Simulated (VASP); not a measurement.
# Sb (I4/mmm) in VASP: further runs

The runs below take Sb through single point, with PBEsol.

Program: VASP 6.6.1. These are calculated values, not measurements. Logs are shortened: lines on timing, memory, paths and dates and some standing lists are left out, and cuts for length are marked.

### 1 The cell of the first run

It takes space group I4/mmm (No. 139, tetragonal). Conventional cell: a = 3.058 Å, b = 3.058 Å, c = 5.261 Å, α = 90.00°, β = 90.00°, γ = 90.00°. Sb (site symmetry 4/mmm) is surrounded by 12 Sb at 3.06 to 3.41 Å.

This isn't the form of Sb at room conditions, which is rhombohedral.

### 2 Single point, PBEsol (strain -0.030 along x and y, -0.030 along z, atoms carried along)

The input, INCAR:

```
SYSTEM = Sb
  PREC = Accurate
  ENCUT = 520
  EDIFF = 1E-7
  ISMEAR = 0
  SIGMA = 0.15
  LREAL = .FALSE.
  LASPH = .TRUE.
  NELM = 80
  ALGO = Fast
  ISIF = 2
  LWAVE = .FALSE.
  LCHARG = .FALSE.
  GGA = PS
  NBANDS = 8
```

The input, KPOINTS:

```
Automatic mesh
0
G
  22 22 22
  0 0 0
```

The input, POSCAR:

```
Sb
1.0
   -1.5292439776      1.5292439776      2.6305802784
    1.5292439776     -1.5292439776      2.6305802784
    1.5292439776      1.5292439776     -2.6305802784
Sb
1
Direct
    0.0000000000      0.0000000000      0.0000000000
```

Potentials or basis: VASP PAW PBE potentials, release 64 (Sb).

Command:

```sh
> cat potpaw_PBE.64/Sb/POTCAR > POTCAR
> mpirun -np 1 vasp_std > vasp.out
```

OUTCAR:

```text
SYSTEM = Sb
   PREC = Accurate
   ENCUT = 520
   EDIFF = 1E-7
   ISMEAR = 0
   LREAL = .FALSE.
   LASPH = .TRUE.
   NELM = 80
   ISIF = 2
   GGA = PS

 ion  position               nearest neighbor table
   1  0.000  0.000  0.000-

  LATTYP: Found a body centered tetragonal cell.
 ALAT       =     3.0584879552
 C/A-ratio  =     1.7201835135

  Lattice vectors:

 A1 = (  -1.5292439776,   1.5292439776,   2.6305802784)
 A2 = (   1.5292439776,  -1.5292439776,   2.6305802784)
 A3 = (   1.5292439776,   1.5292439776,  -2.6305802784)

Analysis of symmetry for initial positions (statically):
=====================================================================
 Subroutine PRICEL returns:
 Original cell was already a primitive cell.

 Routine SETGRP: Setting up the symmetry group for a
 body centered tetragonal supercell.

 Subroutine GETGRP returns: Found 16 space group operations
 (whereof 16 operations were pure point group operations)
 out of a pool of 16 trial point group operations.

The static configuration has the point symmetry D_4h.

Analysis of symmetry for dynamics (positions and initial velocities):
=====================================================================
 Subroutine PRICEL returns:
 Original cell was already a primitive cell.

 Routine SETGRP: Setting up the symmetry group for a
 body centered tetragonal supercell.

 Subroutine GETGRP returns: Found 16 space group operations
 (whereof 16 operations were pure point group operations)
 out of a pool of 16 trial point group operations.

The dynamic configuration has the point symmetry D_4h.

 Subroutine INISYM returns: Found 16 space group operations
 (whereof 16 operations are pure point group operations),
 and found     1 'primitive' translations

----------------------------------------------------------------------------------------

                                     Primitive cell

  volume of cell :      24.6074

  direct lattice vectors                    reciprocal lattice vectors
    -1.529243978  1.529243978  2.630580278     0.000000000  0.326958947  0.190072131
     1.529243978 -1.529243978  2.630580278     0.326958947  0.000000000  0.190072131
     1.529243978  1.529243978 -2.630580278     0.326958947  0.326958947  0.000000000

  length of vectors
     3.405455460  3.405455460  3.405455460     0.378192501  0.378192501  0.462389777

[... 76 lines left out ...]
   ENCUT  =  520.0 eV  38.22 Ry    6.18 a.u.   6.33  6.33  6.33*2*pi/ulx,y,z
   NELM   =     80;   NELMIN=  2; NELMDL= -5     # of ELM steps
   EDIFF  = 0.1E-06   stopping-criterion for ELM
   LREAL  =      F    real-space projection
   EDIFFG = 0.1E-05   stopping-criterion for IOM
   NSW    =      0    number of steps for IOM
   IBRION =     -1    ionic relax: 0-MD 1-quasi-New 2-CG
   NFREE  =      0    steps in history (QN), initial steepest desc. (CG)
   ISIF   =      2    stress and relaxation
   ISYM   =      2    0-nonsym 1-usesym 2-fastsym
   POTIM  = 0.5000    time-step for ionic-motion
   TEBEG  =    0.0;   TEEND  =   0.0 temperature during run
   PSTRESS=    0.0 pullay stress
   NELECT =       5.0000    total number of electrons
   NUPDOWN=      -1.0000    fix difference up-down
   EMIN   =  10.00;   EMAX   =-10.00  energy-range for DOS
   EFERMI =   0.00;   METHOD = LEGACY
   ISMEAR =     0;   SIGMA  =   0.15  broadening in eV -4-tet -1-fermi 0-gaus
   EFERMI_NEDOS =   21; number of points for ismear=-14 and -15
   IALGO  =     68    algorithm
   IMIX   =      4    mixing-type and parameters
     AMIX     =   0.40;   BMIX     =  1.00
     AMIX_MAG =   1.60;   BMIX_MAG =  1.00
  volume/ion in A,a.u.               =      24.61       166.06
  Fermi-wavevector in a.u.,A,eV,Ry     =   0.962446  1.818760 12.603113  0.926303
  Thomas-Fermi vector in A             =   2.091906
   LORBIT       =      0    0 simple, 1 ext, 2 COOP (PROOUT), +10 PAW based schemes
   GGA     = PS    functional components
   LHFCALC =     F    Hartree Fock is set to
   AEXX    =    0.0000 exact exchange contribution
   IVDW    =     0    specifies the selected vdW correction
   LEPSILON=     F    determine dielectric tensor
   LRPA    =     F    only Hartree local field effects (RPA)
 non-spin polarized calculation
 RMM-DIIS sequential band-by-band and
 Gauss-broadening in eV      SIGMA  =   0.15
  energy-cutoff  :      520.00
  volume of cell :       24.61
 maximum number of plane-waves:       676
 NGX is ok and might be reduce to    28
   NGX = 13   NGY = 13   NGZ = 13

 number of electron       5.0000000 magnetization

 Free energy of the ion-electron system (eV)
  ---------------------------------------------------
  ext. energy  EPLUGINS =         0.00000000
  ---------------------------------------------------
  free energy    TOTEN  =        -4.28225355 eV

  energy without entropy =       -4.27550900  energy(sigma->0) =       -4.27888127

 E-fermi :   9.6053     XC(G=0): -10.7167

 val. band max:        9.5968828627   @ k =   0.2727   0.2273   0.1818
 cond. band min:       9.6064556762   @ k =   0.2273   0.0000   0.0000
 fundamental gap:      0.0095728135
 Fermi energy:         9.6052902497

 k-point     1 :       0.0000    0.0000    0.0000
  band No.  band energies     occupation
      1      -4.1080      2.00000
      2      14.9371      0.00000
      3      15.7051      0.00000
      4      15.7051      0.00000
      5      19.3476      0.00000
      6      20.2715      0.00000
      7      20.6962      0.00000
      8      20.6962      0.00000
[... 243 lines left out ...]
 k-point    24 :      -0.4545    0.0455    0.0000
  band No.  band energies     occupation
      1      -0.1179      2.00000
      2       3.7861      2.00000
      3      11.5717      0.00000
      4      15.3027      0.00000
      5      16.1229      0.00000
      6      19.3096      0.00000
      7      20.8143      0.00000
      8      21.7686      0.00000

 [... further k-points ...]
[... 5 lines left out ...]
  --------------------------------------------------------------------------------------
  -------------------------------------------------------------------------------------
  Total        0.9993150      0.9993150      0.6849294      0.0000000      0.0000000      0.0000000
  in kB       65.0650656     65.0650656     44.5955237      0.0000000      0.0000000      0.0000000
  external PRESSURE =      58.2418850 kB  Pullay stress =       0.0000000 kB

 VOLUME and BASIS-vectors are now :
 -----------------------------------------------------------------------------
  energy-cutoff  :      520.00
  volume of cell :       24.61
      direct lattice vectors                 reciprocal lattice vectors
    -1.529243978  1.529243978  2.630580278     0.000000000  0.326958947  0.190072131
     1.529243978 -1.529243978  2.630580278     0.326958947  0.000000000  0.190072131
     1.529243978  1.529243978 -2.630580278     0.326958947  0.326958947  0.000000000

 POSITION                                       TOTAL-FORCE (eV/Angst)
 -----------------------------------------------------------------------------------
      0.00000      0.00000      0.00000         0.000000      0.000000     -0.000000
 -----------------------------------------------------------------------------------
    total drift:                                0.000000      0.000000     -0.000000

  FREE ENERGIE OF THE ION-ELECTRON SYSTEM (eV)
  ---------------------------------------------------
  free  energy   TOTEN  =        -4.2822535455 eV

  energy  without entropy=       -4.2755089973  energy(sigma->0) =       -4.27888127
```

Run time: 2 min. Hardware: 1 thread of AMD EPYC 9R45 (Zen 5), shared host; peak memory 0.26 GiB.

What came out:

* Free energy: -4.2823 eV
* Pressure: 5.8 GPa
* Band gap on the k mesh: none (metal or under the smearing width)

Stress tensor (GPa, compression positive):
```
6.51 0.00 0.00
0.00 6.51 0.00
0.00 0.00 4.46
```

Caveat: the PAW data sets were made with another functional, which shifts forces and pressure a little. Spin-orbit coupling is left out, which matters for the levels of Sb.

### 3 Single point, PBEsol (strain +0.030 along x and y, -0.030 along z, atoms carried along)

The input, INCAR:

```
  PREC = Accurate
  ENCUT = 520
  EDIFF = 1E-6
  ISMEAR = 0
  SIGMA = 0.15
  LREAL = False
  LASPH = True
  NELM = 100
  ALGO = Fast
  ISIF = 2
  LWAVE = False
  LCHARG = False
  GGA = PS
  NBANDS = 8
```

The input, KPOINTS:

```
regular mesh
0
Gamma
  22 22 22
```

The input, POSCAR:

```
Sb
1.0
   -1.6238363886      1.6238363886      2.6305802784
    1.6238363886     -1.6238363886      2.6305802784
    1.6238363886      1.6238363886     -2.6305802784
Sb
1
Direct
    0.0000000000      0.0000000000      0.0000000000
```

Potentials or basis: VASP PAW PBE potentials, release 64 (Sb).

Command:

```sh
> cat potpaw_PBE.64/Sb/POTCAR > POTCAR
> mpirun -np 1 vasp_std > vasp.out
```

It took 99 s on 1 thread of AMD EPYC 9R45 (Zen 5), shared host; peak memory 0.28 GiB.

It converged, with:

```yaml
Free_energy: -4.2989 eV
Pressure: -3.3 GPa
Band_gap_on_the_k_mesh: none (metal or under the smearing width)
```

Stress tensor (GPa, compression positive):
```
-3.55  0.00  0.00
 0.00 -3.55  0.00
 0.00  0.00 -2.70
```

Levels at points of the mesh, in eV from the Fermi level:
| k point | band 1 | band 2 | band 3 | band 4 | band 5 | band 6 | band 7 |
| --- | --- | --- | --- | --- | --- | --- | --- |
| (0.00, 0.00, 0.00) | -12.71 | 4.86 | 5.16 | 5.16 | 9.45 | 10.36 | 10.36 |
| (0.50, 0.00, 0.00) | -9.09 | -5.62 | 2.28 | 4.62 | 6.73 | 9.55 | 10.07 |
| (0.50, 0.50, 0.00) | -6.99 | -4.41 | -0.60 | 0.47 | 3.63 | 4.40 | 16.46 |
| (0.50, 0.50, 0.50) | -8.70 | -5.32 | 1.53 | 1.53 | 5.38 | 5.49 | 17.87 |

Caveat: the PAW data sets were made with another functional, which shifts forces and pressure a little. The run has no spin-orbit coupling, so splittings on Sb are missing.

(Continued in part 2 of 2.)
